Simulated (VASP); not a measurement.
# RbBr (Fm-3m) in VASP: settings compared

Aim: see how the results for RbBr move with the level of theory and the settings. Levels: r2SCAN, PBE. Tasks: single point.

Everything below comes from runs of VASP 6.6.1. Logs are shortened: lines on timing, memory, paths and dates and some standing lists are left out, and cuts for length are marked.

### Step 1. Starting point

It takes space group Fm-3m (No. 225, cubic). Conventional cell: a = 6.854 Å, b = 6.854 Å, c = 6.854 Å, α = 90.00°, β = 90.00°, γ = 90.00°. Rb (site symmetry m-3m) is surrounded by 6 Br at 3.43 Å. Br (site symmetry m-3m) is surrounded by 6 Rb at 3.43 Å.

### Step 2. Single point, r2SCAN

File INCAR:

```
PREC     = Accurate       # precision mode
ENCUT    = 300            # plane-wave cutoff, eV
EDIFF    = 1E-6           # SCF threshold, eV
ISMEAR   = 0              # smearing method
SIGMA    = 0.05           # smearing width, eV
LREAL    = False          # projectors in reciprocal space
LASPH    = True           # aspherical terms in the spheres
NELM     = 100            # most SCF steps
ALGO     = Normal         # electronic algorithm
ISIF     = 2              # what is computed and relaxed
LWAVE    = False          # write WAVECAR
LCHARG   = False          # write CHGCAR
METAGGA  = R2SCAN         # meta-GGA
LMIXTAU  = True         
NBANDS   = 15             # bands
ADDGRID  = False
```

File KPOINTS:

```
Automatic mesh
0
Gamma
  7 7 7
```

File POSCAR:

```
RbBr
1.0
    0.0000000000      3.4270000000      3.4270000000
    3.4270000000      0.0000000000      3.4270000000
    3.4270000000      3.4270000000      0.0000000000
Rb Br
1 1
Direct
   -0.0027730000      0.0260310000     -0.0127250000
    0.5081730000      0.5251300000      0.4723360000
```

Potentials or basis: VASP PAW PBE potentials, release 64 (Rb_sv, Br).

Command:

```sh
> cat potpaw_PBE.64/Rb_sv/POTCAR potpaw_PBE.64/Br/POTCAR > POTCAR
> mpirun -np 1 vasp_std > vasp.out
```

OUTCAR:

```text
PREC = Accurate
   ENCUT = 300
   EDIFF = 1E-6
   ISMEAR = 0
   LREAL = False
   LASPH = True
   NELM = 100
   ISIF = 2
   METAGGA = R2SCAN

 Found    172 irreducible k-points:

 Following reciprocal coordinates:
            Coordinates               Weight
  0.000000  0.000000  0.000000      1.000000
  0.142857  0.000000  0.000000      2.000000
  0.000000  0.142857  0.000000      2.000000
  0.000000  0.000000  0.142857      2.000000
  0.142857  0.142857  0.142857      2.000000
  0.285714  0.000000  0.000000      2.000000
   k-points           NKPTS =    172   k-points in BZ     NKDIM =    172   number of bands    NBANDS=     15
   number of dos      NEDOS =    301   number of ions     NIONS =      2
   total plane-waves  NPLWV =  21952
   dimension x,y,z NGX =    28 NGY =   28 NGZ =   28
   dimension x,y,z NGXF=    56 NGYF=   56 NGZF=   56
   ions per type =               1   1
   NGX,Y,Z   is equivalent  to a cutoff of   9.60,  9.60,  9.60 a.u.
   NGXF,Y,Z  is equivalent  to a cutoff of  19.21, 19.21, 19.21 a.u.
 SYSTEM =  unknown system
   PREC   = accura    normal or accurate (medium, high low for compatibility)
   ISTART =      0    job   : 0-new  1-cont  2-samecut
   ICHARG =      2    charge: 1-file 2-atom 10-const
   ISPIN  =      1    spin polarized calculation?
   LNONCOLLINEAR =      F non collinear calculations
   LSORBIT =      F    spin-orbit coupling
   LASPH  =      T    aspherical Exc in radial PAW
   ENCUT  =  300.0 eV  22.05 Ry    4.70 a.u.   6.84  6.84  6.84*2*pi/ulx,y,z
   NELM   =    100;   NELMIN=  2; NELMDL= -5     # of ELM steps
   EDIFF  = 0.1E-05   stopping-criterion for ELM
   LREAL  =      F    real-space projection
   EDIFFG = 0.1E-04   stopping-criterion for IOM
   NSW    =      0    number of steps for IOM
   IBRION =     -1    ionic relax: 0-MD 1-quasi-New 2-CG
   NFREE  =      0    steps in history (QN), initial steepest desc. (CG)
   ISIF   =      2    stress and relaxation
   ISYM   =      2    0-nonsym 1-usesym 2-fastsym
   POTIM  = 0.5000    time-step for ionic-motion
   TEBEG  =    0.0;   TEEND  =   0.0 temperature during run
   PSTRESS=    0.0 pullay stress
   NELECT =      16.0000    total number of electrons
   NUPDOWN=      -1.0000    fix difference up-down
   EMIN   =  10.00;   EMAX   =-10.00  energy-range for DOS
   EFERMI =   0.00;   METHOD = LEGACY
   ISMEAR =     0;   SIGMA  =   0.05  broadening in eV -4-tet -1-fermi 0-gaus
   EFERMI_NEDOS =   21; number of points for ismear=-14 and -15
   IALGO  =     38    algorithm
   IMIX   =      4    mixing-type and parameters
     AMIX     =   0.40;   BMIX     =  1.00
     AMIX_MAG =   1.60;   BMIX_MAG =  1.00
  volume/ion in A,a.u.               =      40.25       271.61
  Fermi-wavevector in a.u.,A,eV,Ry     =   0.955412  1.805467 12.419564  0.912812
  Thomas-Fermi vector in A             =   2.084247
   LORBIT       =      0    0 simple, 1 ext, 2 COOP (PROOUT), +10 PAW based schemes
   METAGGA = R2SCAN    functional components
   LHFCALC =     F    Hartree Fock is set to
   AEXX    =    0.0000 exact exchange contribution
   IVDW    =     0    specifies the selected vdW correction
   LEPSILON=     F    determine dielectric tensor
   LRPA    =     F    only Hartree local field effects (RPA)
 non-spin polarized calculation
 Gauss-broadening in eV      SIGMA  =   0.05
  energy-cutoff  :      300.00
  volume of cell :       80.50
 maximum number of plane-waves:       966
   NGX = 13   NGY = 13   NGZ = 13

 number of electron      16.0000004 magnetization

 Free energy of the ion-electron system (eV)
  ---------------------------------------------------
  ext. energy  EPLUGINS =         0.00000000
  ---------------------------------------------------
  free energy    TOTEN  =       -31.14710324 eV

  energy without entropy =      -31.14710324  energy(sigma->0) =      -31.14710324

 E-fermi :  -1.9186     XC(G=0):  -7.6309

 val. band max:       -2.1590443232   @ k =   0.0000   0.0000   0.0000
 cond. band min:       2.8116739399   @ k =   0.0000   0.0000   0.0000
 fundamental gap:      4.9707182631
 Fermi energy:        -1.9186423040

 k-point     1 :       0.0000    0.0000    0.0000
  band No.  band energies     occupation
      1     -27.3120      2.00000
      2     -14.7728      2.00000
      3     -10.8425      2.00000
      4     -10.8421      2.00000
      5     -10.8419      2.00000
      6      -2.1596      2.00000
      7      -2.1594      2.00000
      8      -2.1590      2.00000
      9       2.8117      0.00000
     10       5.7216      0.00000
     11       5.7252      0.00000
     12       5.7291      0.00000
     13       6.7941      0.00000
     14       6.7984      0.00000
     15       9.1769      0.00000

 k-point     2 :       0.1429    0.0000    0.0000
  band No.  band energies     occupation
      1     -27.3101      2.00000
      2     -14.7809      2.00000
      3     -10.8441      2.00000
      4     -10.8435      2.00000
      5     -10.8310      2.00000
      6      -2.3833      2.00000
      7      -2.2290      2.00000
      8      -2.2285      2.00000
      9       3.2892      0.00000
     10       5.5662      0.00000
     11       5.9729      0.00000
     12       5.9785      0.00000
     13       7.1067      0.00000
     14       7.1099      0.00000
     15       9.9972      0.00000
[... 41 lines left out ...]
      3     -10.8445      2.00000
      4     -10.8434      2.00000
      5     -10.8306      2.00000
      6      -2.3835      2.00000
      7      -2.2290      2.00000
      8      -2.2280      2.00000
      9       3.2892      0.00000
     10       5.5627      0.00000
     11       5.9736      0.00000
     12       5.9787      0.00000
     13       7.1066      0.00000
     14       7.1127      0.00000
     15       9.9969      0.00000

 k-point     6 :       0.2857    0.0000    0.0000
  band No.  band energies     occupation
      1     -27.3060      2.00000
      2     -14.7989      2.00000
      3     -10.8466      2.00000
      4     -10.8462      2.00000
      5     -10.8086      2.00000
      6      -2.8045      2.00000
      7      -2.3778      2.00000
      8      -2.3772      2.00000
      9       4.3300      0.00000
     10       5.5587      0.00000
     11       6.6895      0.00000
     12       6.6930      0.00000
     13       7.9311      0.00000
     14       7.9345      0.00000
     15      10.7062      0.00000

 [... further k-points ...]

------------------------ aborting loop because EDIFF is reached ----------------------------------------

  FORCE on cell =-STRESS in cart. coord.  units (eV):
  Direction    XX          YY          ZZ          XY          YZ          ZX
  --------------------------------------------------------------------------------------
  -------------------------------------------------------------------------------------
  Total        0.2577428      0.2294254      0.2398595     -0.0019819      0.0011703      0.0047505
  in kB        5.1300872      4.5664604      4.7741401     -0.0394475      0.0232934      0.0945540
  external PRESSURE =       4.8235626 kB  Pullay stress =       0.0000000 kB

 VOLUME and BASIS-vectors are now :
 -----------------------------------------------------------------------------
  energy-cutoff  :      300.00
  volume of cell :       80.50
      direct lattice vectors                 reciprocal lattice vectors
     0.000000000  3.427000000  3.427000000    -0.145900204  0.145900204  0.145900204
     3.427000000  0.000000000  3.427000000     0.145900204 -0.145900204  0.145900204
     3.427000000  3.427000000  0.000000000     0.145900204  0.145900204 -0.145900204

 POSITION                                       TOTAL-FORCE (eV/Angst)
 -----------------------------------------------------------------------------------
      3.47260      6.80089      3.50671        -0.074999     -0.018757      0.047132
      3.41832      3.36020      3.54113         0.074999      0.018757     -0.047132
 -----------------------------------------------------------------------------------
    total drift:                                0.002541      0.000649     -0.000882

  FREE ENERGIE OF THE ION-ELECTRON SYSTEM (eV)
  ---------------------------------------------------
  free  energy   TOTEN  =       -31.1471032448 eV

  energy  without entropy=      -31.1471032448  energy(sigma->0) =      -31.14710324
```

It took 8.1 min on 1 thread of Intel Xeon Platinum 8375C at 2.90GHz (Ice Lake), shared host; peak memory 0.22 GiB.

These settings aren't checked as converged: the numbers below hold their error.

Results:

- Free energy: -31.1471 eV
- Pressure: 0.5 GPa
- Largest force: 0.091 eV/Å
- Band gap on the k mesh: 4.97 eV, direct

Caveat: the PAW data sets were made with another functional, which shifts forces and pressure a little; an odd mesh through Γ misses points on the zone boundary, where band edges often lie.

### Step 3. Single point, PBE

File INCAR:

```
PREC = Accurate ; ENCUT = 520
EDIFF = 1E-6 ; ISMEAR = 0
SIGMA = 0.03 ; LREAL = F
LASPH = T ; NELM = 60
ALGO = Fast ; ISIF = 2
LWAVE = F ; LCHARG = F
GGA = PE ; NBANDS = 15
```

KPOINTS is that of step 2.

File POSCAR:

```
RbBr
1.0
    0.0000000000      3.4270000000      3.4270000000
    3.4270000000      0.0000000000      3.4270000000
    3.4270000000      3.4270000000      0.0000000000
Rb Br
1 1
Direct
    0.0000000000      0.0000000000      0.0000000000
    0.5000000000      0.5000000000      0.5000000000
```

Potentials or basis: VASP PAW PBE potentials, release 64 (Rb_sv, Br).

Command:

```sh
> cat potpaw_PBE.64/Rb_sv/POTCAR potpaw_PBE.64/Br/POTCAR > POTCAR
> mpirun -np 1 vasp_std > vasp.out
```

Run time: 25 s. Hardware: 1 thread of Intel Xeon Platinum 8488C (Sapphire Rapids), shared host; peak memory 0.2 GiB.

The run converged. Its results:

```
Free energy            : -6.0973 eV
Pressure               : 1.0 GPa
Band gap on the k mesh : 4.36 eV, direct
```

Levels at points of the mesh, in eV from the valence-band top:
```csv
k point,band 6,band 7,band 8,band 9,band 10,band 11
"(0.00, 0.00, 0.00)",0.00,0.00,0.00,4.36,7.28,7.28
```

Caveat: an odd mesh through Γ misses points on the zone boundary, where band edges often lie.

### Step 4. Single point, r2SCAN

File INCAR:

```
PREC     = Accurate       # precision mode
ENCUT    = 900            # plane-wave cutoff, eV
EDIFF    = 1E-8           # SCF threshold, eV
ISMEAR   = 0              # smearing method
SIGMA    = 0.02           # smearing width, eV
LREAL    = False          # projectors in reciprocal space
LASPH    = True           # aspherical terms in the spheres
NELM     = 100            # most SCF steps
ALGO     = Normal         # electronic algorithm
ISIF     = 2              # what is computed and relaxed
LWAVE    = False          # write WAVECAR
LCHARG   = False          # write CHGCAR
METAGGA  = R2SCAN         # meta-GGA
LMIXTAU  = True         
NBANDS   = 15             # bands
ADDGRID  = False
```

File KPOINTS:

```
Automatic mesh
0
Gamma
  10 10 10
```

POSCAR is that of step 3.

Potentials or basis: VASP PAW PBE potentials, release 64 (Rb_sv, Br).

Command:

```sh
> cat potpaw_PBE.64/Rb_sv/POTCAR potpaw_PBE.64/Br/POTCAR > POTCAR
> mpirun -np 1 vasp_std > vasp.out
```

OUTCAR:

```text
PREC = Accurate
   ENCUT = 900
   EDIFF = 1E-8
   ISMEAR = 0
   LREAL = False
   LASPH = True
   NELM = 100
   ISIF = 2
   METAGGA = R2SCAN

 ion  position               nearest neighbor table
   1  0.000  0.000  0.000-   2 3.43   2 3.43   2 3.43   2 3.43   2 3.43   2 3.43
   2  0.500  0.500  0.500-   1 3.43   1 3.43   1 3.43   1 3.43   1 3.43   1 3.43

  LATTYP: Found a face centered cubic cell.
 ALAT       =     6.8540000000

  Lattice vectors:

[... 619 lines left out ...]

------------------------ aborting loop because EDIFF is reached ----------------------------------------

  FORCE on cell =-STRESS in cart. coord.  units (eV):
  Direction    XX          YY          ZZ          XY          YZ          ZX
  --------------------------------------------------------------------------------------
  -------------------------------------------------------------------------------------
  Total        0.2490397      0.2490397      0.2490397      0.0000000      0.0000000      0.0000000
  in kB        4.9568617      4.9568617      4.9568617      0.0000000      0.0000000      0.0000000
  external PRESSURE =       4.9568617 kB  Pullay stress =       0.0000000 kB

 VOLUME and BASIS-vectors are now :
 -----------------------------------------------------------------------------
  energy-cutoff  :      900.00
  volume of cell :       80.50
      direct lattice vectors                 reciprocal lattice vectors
     0.000000000  3.427000000  3.427000000    -0.145900204  0.145900204  0.145900204
     3.427000000  0.000000000  3.427000000     0.145900204 -0.145900204  0.145900204
     3.427000000  3.427000000  0.000000000     0.145900204  0.145900204 -0.145900204

 POSITION                                       TOTAL-FORCE (eV/Angst)
 -----------------------------------------------------------------------------------
      0.00000      0.00000      0.00000         0.000000      0.000000      0.000000
      3.42700      3.42700      3.42700         0.000000     -0.000000     -0.000000
 -----------------------------------------------------------------------------------
    total drift:                               -0.000000     -0.000000     -0.000000

  FREE ENERGIE OF THE ION-ELECTRON SYSTEM (eV)
  ---------------------------------------------------
  free  energy   TOTEN  =       -31.1534194250 eV

  energy  without entropy=      -31.1534194250  energy(sigma->0) =      -31.15341942
```

OSZICAR:

```text
N       E                     dE             d eps       ncg     rms          rms(c)
DAV:   1     0.808373931450E+02    0.80837E+02   -0.92923E+03  1410   0.144E+03
DAV:   2    -0.266709331095E+02   -0.10751E+03   -0.97870E+02  1910   0.203E+02
DAV:   3    -0.353998898671E+02   -0.87290E+01   -0.86716E+01  1941   0.584E+01
[... 15 lines left out ...]
DAV:  19    -0.311534188840E+02   -0.26719E-05   -0.41537E-06  1452   0.254E-02    0.796E-04
DAV:  20    -0.311534192086E+02   -0.32457E-06   -0.20307E-07  2212   0.391E-03    0.680E-04
DAV:  21    -0.311534191446E+02    0.64015E-07   -0.33730E-08  1537   0.249E-03    0.339E-04
DAV:  22    -0.311534193893E+02   -0.24475E-06   -0.12284E-07  1445   0.489E-03    0.373E-04
DAV:  23    -0.311534194173E+02   -0.27977E-07   -0.24650E-08  1515   0.209E-03    0.199E-04
DAV:  24    -0.311534194250E+02   -0.76611E-08   -0.12752E-09  1258   0.514E-04
   1 F= -.31153419E+02 E0= -.31153419E+02  d E =-.378119E-47
```

stdout:

```text
POSCAR found type information on POSCAR RbBr
 POSCAR found :  2 types and       2 ions
 scaLAPACK will be used
 -----------------------------------------------------------------------------
|                                                                             |
|                                                                             |
|     You enforced a specific xc type in the INCAR file but a different       |
|     I HOPE YOU KNOW WHAT YOU ARE DOING!                                     |
|                                                                             |
 -----------------------------------------------------------------------------

 LDA part: xc-table for (None), standard interpolation
 POSCAR, INCAR and KPOINTS ok, starting setup
 FFT: planning ... GRIDC
 FFT: planning ... GRID_SOFT
 FFT: planning ... GRID
 WAVECAR not read
 entering main loop
```

Wall time 11 min (1 thread of Intel Xeon Platinum 8375C at 2.90GHz (Ice Lake), shared host); peak memory 0.44 GiB.

What came out:

```yaml
Free_energy: -31.1534 eV
Pressure: 0.5 GPa
Band_gap_on_the_k_mesh: 4.97 eV, direct
```

Caveat: the PAW data sets were made with another functional, which shifts forces and pressure a little.

### Step 5. Single point, r2SCAN

Edit INCAR of step 4 so:

```diff
@@ -1,6 +1,6 @@
 PREC     = Accurate       # precision mode
-ENCUT    = 900            # plane-wave cutoff, eV
-EDIFF    = 1E-8           # SCF threshold, eV
+ENCUT    = 250            # plane-wave cutoff, eV
+EDIFF    = 1E-6           # SCF threshold, eV
 ISMEAR   = 0              # smearing method
-SIGMA    = 0.02           # smearing width, eV
+SIGMA    = 0.05           # smearing width, eV
 LREAL    = False          # projectors in reciprocal space
```

File KPOINTS:

```
Automatic mesh
0
Gamma
  3 3 3
```

POSCAR is that of step 4.

Command:

```sh
> cat potpaw_PBE.64/Rb_sv/POTCAR potpaw_PBE.64/Br/POTCAR > POTCAR
> mpirun -np 1 vasp_std > vasp.out
```

Wall time 26 s (1 thread of Intel Xeon Platinum 8375C at 2.90GHz (Ice Lake), shared host); peak memory 0.15 GiB.

These settings aren't checked as converged: the numbers below hold their error.

Results:

```yaml
Free_energy: -31.1498 eV
Band_gap_on_the_k_mesh: 4.97 eV, direct
```

Caveat: the k mesh is coarse (spacing up to 0.53 Å⁻¹), so the values aren't converged; the cutoff is under 1.25 times the usual one of these potentials, so pressure, stress and relaxed cells hold a basis-set (Pulay) error; the PAW data sets were made with another functional, which shifts forces and pressure a little.
